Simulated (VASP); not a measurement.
**TiTe2: relaxation of shape and atoms at fixed volume with PBE**

TiTe2:

```
Ti Te
1.0
     3.71185    0.00000    0.00000
    -1.85592    3.21455    0.00000
     0.00000    0.00000    6.46662
Ti Te
1 2
Direct
  0.00000 0.00000 0.00000
  0.66667 0.33333 0.25723
  0.33333 0.66667 0.74277
```

The cell isn't the ideal one: a relaxed cell with its volume scaled by 0.94.

```
Program                : VASP 6.6.1
Task                   : relaxation of shape and atoms at fixed volume
Functional             : PBE
Potentials or basis    : VASP PAW PBE potentials, release 64 (Ti, Te)
Cutoff                 : 300 eV
k mesh                 : 6 × 6 × 3
Occupations            : methfessel-paxton, width 0.1 eV
Spin                   : no spin polarisation
Further INCAR settings : ALGO = Normal; EDIFF = 1e-07; IBRION = 2; EDIFFG = -0.01; NSW = 40; ISIF = 4
```

* Energy gained by relaxing: 11.6 meV/atom
* Ionic steps: 5
* Pressure after relaxing: 2.1 GPa
* Band gap on the k mesh: none (metal or under the smearing width)

Step by step:
| step | energy change (eV) | largest force (eV/Å) | pressure (GPa) |
| --- | --- | --- | --- |
| 1 | 0.0000 | 0.5792 | 4.45 |
| 2 | -0.0233 | 0.2616 | 3.32 |
| 3 | -0.0288 | 0.0103 | 2.46 |
| 4 | -0.0337 | 0.0043 | 2.26 |
| 5 | -0.0348 | 0.0019 | 2.14 |

Final structure:
```
Ti Te
1.0
     3.73635    0.00000    0.00000
    -1.86818    3.23578    0.00000
     0.00000    0.00000    6.38206
Ti Te
1 2
Direct
  0.00000 0.00000 0.00000
  0.66667 0.33333 0.26687
  0.33333 0.66667 0.73313
```

Levels at points of the mesh, in eV from the Fermi level:
| k point | band 6 | band 7 | band 8 | band 9 | band 10 | band 11 |
| --- | --- | --- | --- | --- | --- | --- |
| (0.00, 0.00, 0.00) | 0.33 | 0.43 | 0.43 | 0.76 | 1.21 | 1.21 |
| (0.50, 0.00, 0.00) | -2.45 | -1.73 | -1.16 | 0.02 | 1.21 | 1.56 |

Wall time 38 s on 1 thread of Intel(R) Xeon(R) Platinum 8488C (Sapphire Rapids), on a shared host, peak memory 0.15 GiB.

Caveat: this functional lacks dispersion, which binds the layers, so the pressure and a relaxed spacing across them are unreliable. Spin-orbit coupling is left out, which matters for the levels of Te.
